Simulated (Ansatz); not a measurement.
Runs of Ansatz 0.2.0 on TiCo3. Symmetry: Pm-3m, No. 221, cubic system. Conventional cell: a = 3.571 Å, b = 3.571 Å, c = 3.571 Å, α = 90.00°, β = 90.00°, γ = 90.00°. Around Co (site symmetry 4/mmm) lie 8 Co at 2.53 Å and 4 Ti at 2.53 Å. Ti (site symmetry m-3m) is surrounded by 12 Co at 2.53 Å. 

```tsv
task	level	k mesh	cutoff (eV)	mesh quality	gap on the mesh (eV)	pressure (GPa)	moment (μB)
single point	PBEsol	8 × 8 × 8	420	not flagged	none	-3.9	(a)
projected density of states	r2SCAN	4 × 4 × 4	500	coarse	none	3.3	2.94
projected density of states	PBE0	4 × 4 × 4	420	coarse	none	-	2.94
projected density of states	HSE06	4 × 4 × 4	420	coarse	none	-	2.94
```

Alike in all rows: potentials or basis Ansatz PAW; spin collinear, ferromagnetic start; cell as given; smearing fermi-dirac 0.05 eV.

Problem. Estimate the missing entries.

Solution. (a) 2.50.

Caveats: some runs use coarse meshes; the PAW data sets come from PBE, with cores solved anew for the run's functional, which leaves a small shift of forces and pressure; the magnetic or orbital state may not be the lowest (some runs).

A k mesh can miss the band edges.

A gap of «none» marks a metal or a gap under the smearing width.

Not every run made on this cell is shown here.
